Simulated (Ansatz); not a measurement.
Level of theory: Ansatz 0.2.0, DFT PBE, scalar-relativistic, plane waves, PAW. Settings: cutoff 420 eV, Γ-centred meshes spaced at most about 0.3 Å⁻¹, and about 0.25 Å⁻¹ or finer for metals (2π included), Gaussian smearing. No spin polarisation in the final relaxations.

Temperature and zero-point effects are left out. All come from trial cells, and lower structures may exist.

Problem. Order these relaxed structures of Si2Ge by energy, lowest first, with the energy over the lowest of them.
A.

```cif
data_structure
_symmetry_space_group_name_H-M 'P-6m2'
_symmetry_Int_Tables_number 187
_cell_length_a 2.8189
_cell_length_b 2.8189
_cell_length_c 14.1692
_cell_angle_alpha 90.000
_cell_angle_beta 90.000
_cell_angle_gamma 120.000
_cell_volume 97.50
loop_
_atom_site_label
_atom_site_type_symbol
_atom_site_symmetry_multiplicity
_atom_site_Wyckoff_symbol
_atom_site_fract_x
_atom_site_fract_y
_atom_site_fract_z
_atom_site_occupancy
Si1 Si 1 a 0.00000 0.00000 0.00000 1
Si2 Si 2 h 0.33333 0.66667 0.84769 1
Si3 Si 1 d 0.33333 0.66667 0.50000 1
Ge1 Ge 2 g 0.00000 0.00000 0.67237 1
```

B.

```cif
data_structure
_symmetry_space_group_name_H-M 'P-3m1'
_symmetry_Int_Tables_number 164
_cell_length_a 3.5674
_cell_length_b 3.5674
_cell_length_c 9.7139
_cell_angle_alpha 90.000
_cell_angle_beta 90.000
_cell_angle_gamma 120.000
_cell_volume 107.06
loop_
_atom_site_label
_atom_site_type_symbol
_atom_site_symmetry_multiplicity
_atom_site_Wyckoff_symbol
_atom_site_fract_x
_atom_site_fract_y
_atom_site_fract_z
_atom_site_occupancy
Si1 Si 2 d 0.33333 0.66667 0.72775 1
Si2 Si 2 d 0.33333 0.66667 0.41410 1
Ge1 Ge 2 d 0.33333 0.66667 0.10102 1
```

C.

```cif
data_structure
_symmetry_space_group_name_H-M 'P-3m1'
_symmetry_Int_Tables_number 164
_cell_length_a 3.9279
_cell_length_b 3.9279
_cell_length_c 9.6193
_cell_angle_alpha 90.000
_cell_angle_beta 90.000
_cell_angle_gamma 120.000
_cell_volume 128.53
loop_
_atom_site_label
_atom_site_type_symbol
_atom_site_symmetry_multiplicity
_atom_site_Wyckoff_symbol
_atom_site_fract_x
_atom_site_fract_y
_atom_site_fract_z
_atom_site_occupancy
Si1 Si 2 c 0.00000 0.00000 0.37746 1
Si2 Si 2 d 0.33333 0.66667 0.03946 1
Ge1 Ge 2 d 0.66667 0.33333 0.70805 1
```

D.

```cif
data_structure
_symmetry_space_group_name_H-M 'Pmmm'
_symmetry_Int_Tables_number 47
_cell_length_a 2.5405
_cell_length_b 2.7174
_cell_length_c 14.3373
_cell_angle_alpha 90.000
_cell_angle_beta 90.000
_cell_angle_gamma 90.000
_cell_volume 98.98
loop_
_atom_site_label
_atom_site_type_symbol
_atom_site_symmetry_multiplicity
_atom_site_Wyckoff_symbol
_atom_site_fract_x
_atom_site_fract_y
_atom_site_fract_z
_atom_site_occupancy
Si1 Si 1 e 0.00000 0.50000 0.00000 1
Si2 Si 2 q 0.00000 0.00000 0.84306 1
Si3 Si 1 c 0.00000 0.00000 0.50000 1
Ge1 Ge 2 r 0.00000 0.50000 0.67077 1
```

Solution. C (0 meV/atom), D (312 meV/atom), B (364 meV/atom), A (488 meV/atom). Forms: C Si and Ge ordered on diamond sites, P-3m1; D Pmmm; B P-3m1; A Si and Ge ordered on hcp sites, P-6m2. Counting Ge atoms around Si (those within 1.25 times the shortest such distance or 1.15 times the sum of covalent radii; the shortest distance is added where it is long for a bond; a slash parts the counts of unlike sites): C has Si 1/3; D has Si 2 from 2.8 Å/4 from 2.8 Å/2+8 from 4.7 Å; B has Si 1 from 3.0 Å/3; A has Si 3 from 3.0 Å/6 from 2.9 Å/2+12 from 4.6 Å.

Cells relaxed within their symmetry can be saddle points. The Pmmm cell of Si2Ge came from shaking the P-6m2 one. Some types were kept out of the candidates beforehand, so the set may lack a known form.
